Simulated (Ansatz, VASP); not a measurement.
**One calculation of KF, two programs**

File INCAR:

```
PREC     = Accurate       # precision mode
ENCUT    = 520            # plane-wave cutoff, eV
EDIFF    = 1E-6           # SCF threshold, eV
ISMEAR   = 0              # smearing method
SIGMA    = 0.01           # smearing width, eV
LREAL    = F              # projectors in reciprocal space
LASPH    = T              # aspherical terms in the spheres
NELM     = 80             # most SCF steps
ALGO     = Normal         # electronic algorithm
ISIF     = 2              # what is computed and relaxed
LWAVE    = F              # write WAVECAR
LCHARG   = T              # write CHGCAR
GGA      = CA             # functional
LELF     = T              # ELF
LVHAR    = T            
NBANDS   = 15             # bands
```

The input KPOINTS:

```
regular mesh
0
Gamma
  8 8 8
```

The input POSCAR:

```
KF
1.0
    3.0832301891      0.0000000000      0.0000000000
    0.0000000000      3.0832301891      0.0000000000
    0.0000000000      0.0000000000      3.0986463401
K F
1 1
Direct
    0.0000000000      0.0000000000      0.0000000000
    0.5000000000      0.5000000000      0.5000000000
```

Input for Ansatz:

```yaml
crystal:
  lattice:
    - [3.08323018911, 0.0, 0.0]
    - [0.0, 3.08323018911, 0.0]
    - [0.0, 0.0, 3.09864634006]
  atoms:
    - { symbol: K, position: [0.0, 0.0, 0.0] }
    - { symbol: F, position: [0.5, 0.5, 0.5] }
kpoints:
  mp_grid: { grid: [8, 8, 8] }
scf:
  occupations: { method: fixed }
  convergence: { dr2_threshold: 1.0e-10 }
hamiltonian:
  xc: lda
  pseudopotentials: { kind: all_electron, lapw: { basis_error: 0.0005 } }
output:
  forces: true
  stress: true
  eigenstates:
    kpoints:
      - [0.0, 0.0, 0.0]
      - [0.0, 0.5, 0.5]
      - [0.5, 0.0, 0.5]
      - [0.5, 0.5, 0.0]
      - [-0.5, -0.5, -0.5]
      - [0.0, -0.5, 0.0]
      - [0.0, 0.0, -0.5]
      - [-0.5, 0.0, 0.0]
  eigenvalues: true
```

Change from the starting cell: z stretched by +0.5 %, x and y held.

Alike in both runs: task single point; functional LDA; k mesh 8 × 8 × 8; no spin polarisation.

|  | VASP | Ansatz |
| --- | --- | --- |
| version | VASP 6.6.1 | Ansatz 0.2.0 |
| potentials or method | VASP PAW LDA potentials, release 64 (K_sv, F) | all-electron LAPW, scalar-relativistic |
| plane-wave cutoff (eV) | 520 | see its input |
| occupations | gaussian, width 0.01 eV | fixed |

Ansatz gave:

| Quantity | Value |
| --- | --- |
| gap on the k mesh at the Fermi level (eV) | 7.16 |
| pressure (GPa) | -0.2 |
| largest component of the traceless stress (GPa) | 0.33 |

Problem. What did VASP give for the same quantities?

Solution. gap on the k mesh at the Fermi level (eV): 7.15; pressure (GPa): 0.1; largest component of the traceless stress (GPa): 0.33.

Ansatz ran all-electron here, so the differences hold the error of VASP's frozen core and of both bases.

A k mesh can miss the band edges.
